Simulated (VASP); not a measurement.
**Dy in VASP: convergence with k mesh**

Dy:

```
Dy
1.0
     3.59030    0.00000    0.00000
    -1.79515    3.10929    0.00000
     0.00000    0.00000    5.64750
Dy
2
Cartesian
  1.7952 1.0364 4.2356
  0.0000 2.0729 1.4119
```

* Program: VASP 6.6.1
* Task: single point
* Functional: PBE
* Potentials or basis: VASP PAW PBE potentials, release 64 (Dy)
* Cutoff: 520 eV
* k mesh: 2 × 2 × 1
* Occupations: methfessel-paxton, width 0.1 eV
* Spin: collinear spin, ferromagnetic start
* Starting moments: [5.0, 5.0] μB

These are the settings of the first run; the series varies k mesh, with any setting tied to it.

Hardware: 1 thread of Intel(R) Xeon(R) Platinum 8488C (Sapphire Rapids) (shared host).

```
     k mesh  energy less the tightest run, at zero smearing (meV/atom)  pressure (GPa)  largest site moment (μB)  SCF cycles  CPU time (s)  peak memory (GiB)
  2 × 2 × 1                                                    -626.08          -10.06                      4.66          48            60                0.2
  3 × 3 × 2                                                       4.46            0.85                      4.61          40            80               0.21
  4 × 4 × 2                                                      -6.42            1.66                      4.55          54           130               0.22
  5 × 5 × 3                                                       4.21            1.73                      4.66          42           130               0.21
  6 × 6 × 4                                                     -10.39            1.58                      4.62          42           210               0.24
  8 × 8 × 4                                                      -3.47           -0.08                      4.61          42           280               0.26
10 × 10 × 6                                                      -0.41            2.01                      4.65          46           510               0.31
12 × 12 × 7                                                       0.56            1.71                      4.62          47           700               0.37
14 × 14 × 8                                                       0.00            1.72                      4.65          52          1300               0.48
```

Against the tightest run, the energy stays within 1 meV/atom from 10 × 10 × 6 on; the pressure stays within 0.1 GPa from 12 × 12 × 7 on. Not settled before the last step: the largest site moment (to 0.02 μB). Meshes of other sizes hit other points, so gaps and Fermi surfaces needn't settle smoothly. The tightest run that finished is the yardstick and may itself not be fully converged.

Caveat, for the tightest run too: the magnetic or orbital state may not be the lowest; spin-orbit coupling is left out, which moves the levels of the heavy elements. The state reached can hang on the start; a lower one may exist.
